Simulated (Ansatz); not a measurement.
System: spinel MgAl₂O₄. Method: rVV10 (plane waves, PAW; Ansatz, a first-principles code).

Numerical settings: plane-wave cutoff 520 eV, 8×8×8 k mesh, Fermi–Dirac smearing 0.01 eV, scalar-relativistic PAW data made under PBE.

A third-order Birch–Murnaghan fit to the energies gives V0 = 9.755 Å³/atom, B0 = 181 GPa, B′ = 4.1.

| V (Å³/atom) | P (GPa) |
|---|---|
| 9.365 | ___ |
| 9.560 | ___ |
| 9.755 | 0.00 |
| 9.950 | ___ |
| 10.145 | ___ |

**Question.** Estimate the withheld pressures from this fit; the answers are the runs' own values.

**Answer.** 
- 9.365, P (GPa): 8.05
- 9.560, P (GPa): 3.82
- 9.950, P (GPa): -3.45
- 10.145, P (GPa): -6.57

The formula P = (3/2) B0 (x^(7/3) − x^(5/3)) [1 + (3/4)(B′ − 4)(x^(2/3) − 1)] with x = V0/V meets the computed pressures within 0.03 GPa when these rounded values are put in.

Shape and atoms are relaxed at each volume.

Measured, for comparison: bulk modulus 195 GPa (300 K, copied from a table, unchecked, not corrected to a static lattice; as tabulated in BurnMan's mineral tables); equilibrium volume per atom 9.40 Å³/atom (0 K, fit to 77–300 K taken to 0 K; as tabulated in Grimes and Al-Ajaj (1992), doi:10.1088/0953-8984/4/30/004). Computed (rounded) less measured: bulk modulus not scored (unchecked), equilibrium volume per atom +3.7 %.

Note: the bulk modulus comes from volumes at which shape and atoms were relaxed.

Cost on a shared machine: roughly 6 core-minutes.
